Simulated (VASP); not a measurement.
**InAs: single point with PBE+D4**

**Measured values to compare with.**

From a printed reference work, data compilation, for a bulk crystal of InAs at 4.2 K: band gap 0.418 eV (direct).

Crystal: InAs.

```
In As
1.0
     0.00000    3.05459    3.05459
     3.05459    0.00000    3.05459
     3.05459    3.05459    0.00000
In As
1 1
Cartesian
  0.0000 0.0000 0.0000
  1.5273 1.5273 1.5273
```

```yaml
Program: VASP 6.6.1
Task: single point
Functional: PBE
Dispersion: D4
Potentials_or_basis: VASP PAW PBE potentials, release 64 (In_d, As)
Cutoff: 500 eV
k_mesh: 6 × 6 × 6
Occupations: fermi-dirac, width 0.02 eV
Spin: no spin polarisation
Dipole_correction: no
Further_INCAR_settings: ALGO = Normal; EDIFF = 1e-06; NBANDS = 16
```

```json
{
 "Pressure": "0.1 GPa",
 "Band gap on the k mesh": "zero (filled and empty bands touch)",
 "Dispersion energy per atom": "-0.335 eV"
}
```

Levels at points of the mesh, in eV from the Fermi level:
```csv
k point,band 7,band 8,band 9,band 10,band 11,band 12
"(0.00, 0.00, 0.00)",-0.37,-0.01,-0.01,-0.01,3.87,3.87
"(0.50, 0.00, 0.00)",-5.63,-0.96,-0.96,0.87,4.64,4.64
"(0.50, 0.50, 0.00)",-5.72,-2.24,-2.24,1.58,2.04,8.98
```

It took 11 s on 1 thread of Intel(R) Xeon(R) Platinum 8375C CPU @ 2.90GHz (Ice Lake) (shared host), peak memory 0.18 GiB.

Against the measured gap of InAs, 0.418 eV (direct; 4.2 K; a printed reference work, data compilation), the calculated 0.00 eV is off by -0.42 eV. Spin-orbit coupling on As, In is left out. The value is that of PBE+D4 on a finite k mesh, which can miss the band edges, without temperature or zero-point motion. Semilocal functionals fall short of measured gaps as a rule.

Caveat: spin-orbit coupling is left out, which moves the levels of the heavy elements; pairwise dispersion overbinds metals, which lowers pressure and volume.
